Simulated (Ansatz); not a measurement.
Runs of Ansatz 0.2.0 on Ge. It takes space group Imma (No. 74, orthorhombic). The conventional cell has a = 4.992 Å, b = 5.302 Å, c = 2.874 Å, α = 90.00°, β = 90.00°, γ = 90.00°. Around Ge (site symmetry mm2) lie 6 Ge at 2.68 to 2.87 Å. This isn't the form of Ge at room conditions, which is diamond.

```csv
potentials or basis,cell,cutoff (eV),basis error allowed,pressure (GPa),largest force (eV/Å)
"all-electron LAPW, non-relativistic",as given,252,0.001 eV/atom,-2.6,(a)
"all-electron LAPW, scalar-relativistic",as given,252,0.001 eV/atom,-2.5,0.06
"all-electron LAPW, inner shells corrected to Dirac's equation",as given,252,0.001 eV/atom,-2.5,0.06
all-electron PAW datasets made for the crystal,as given,160,-,-2.5,0.06
"all-electron LAPW, scalar-relativistic",strain_z_fixed_volume = 0,252,0.001 eV/atom,-2.5,0.06
```

Alike in all rows: task band structure; level PBEsol; no spin polarisation; k mesh 11 × 11 × 11; smearing fermi-dirac 0.05 eV.

**Question.** Estimate the missing entries.

**Answer.** (a) 0.08.

Caveats: relativity is left out, which matters for the heavier elements (some runs).

The runs don't all hold the same shells in valence.
